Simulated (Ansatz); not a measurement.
## KCl (rocksalt) under strain

Rocksalt KCl, relaxed with r2SCAN in Ansatz. It is cubic, Fm-3m (No. 225); conventional cell a = 6.290 Å, 31.10 Å³ an atom. K has 6 Cl at 3.14 Å; Cl has 6 K at 3.14 Å.

The axes x, y and z are those of this cell:
```yaml
crystal:
  lattice:
    - [0.00000, 3.14485, 3.14485]
    - [3.14485, 0.00000, 3.14485]
    - [3.14485, 3.14485, 0.00000]
  atoms:
    - { symbol: K, position: [0.00000, 0.00000, 0.00000] }
    - { symbol: Cl, position: [0.50000, 0.50000, 0.50000] }
```

Unstrained: The PBE gap is direct at Γ: 5.194 eV. r2SCAN gives a direct gap of 5.831 eV at Γ. With HSE06 the gap is 6.505 eV and direct, at Γ. Meshes: PBE 8×8×8, r2SCAN 8×8×8, HSE06 6×6×6. Strains are changes of length per length. After each strain the atoms were relaxed again with r2SCAN within the symmetry that the strain leaves, so tilts or polar shifts that break it weren't tested; points keep the names that they have in the unstrained zone. The values are computed, spin-unpolarised, and not measurements.

Changes of the least gap in eV (an overlap counts as a negative gap):
```tsv
strain	volume change (%)	space group	PBE	r2SCAN	HSE06	energy rise, r2SCAN (meV/atom)
epitaxial +1.79 % in the plane normal to [111], free normal strain -1.83 %	+1.7	R-3m	-0.107	-0.110	-0.113	1.5
uniaxial +4.52 % along z	+4.5	I4/mmm	-0.161	-0.167	-0.171	7.2
isotropic +2.56 % on every length	+7.9	Fm-3m	-0.252	-0.256	-0.270	9.5
```

Epitaxial +1.79 % in the plane normal to [111], free normal strain -1.83 %. HSE06: the gap goes from 6.505 to 6.392 eV (-0.113 eV); with r2SCAN the top three valence levels at Γ, degenerate before, become 1+2 from the top over 66 meV. Stress change with r2SCAN, compression positive: xx -0.33, yy -0.33, zz -0.33, xy +0.15, xz +0.15, yz +0.15 GPa.

Uniaxial +4.52 % along z, other directions held. HSE06: the gap goes from 6.505 to 6.334 eV (-0.171 eV); with r2SCAN the top three valence levels at Γ, degenerate before, become 2+1 from the top over 23 meV. Stress change with r2SCAN, compression positive: xx -0.24, yy -0.24, zz -1.52 GPa.

Isotropic +2.56 % on every length. HSE06: the gap goes from 6.505 to 6.235 eV (-0.270 eV). Stress change with r2SCAN, compression positive: xx -1.21, yy -1.21, zz -1.21 GPa. For HSE06, dE_g/d ln V = -3.6 eV over this step.

The meshes of the hybrids are coarse, so their gaps aren't converged to the digits shown.

The splittings at Γ are without spin-orbit coupling, which regroups them where it is of like size or larger.
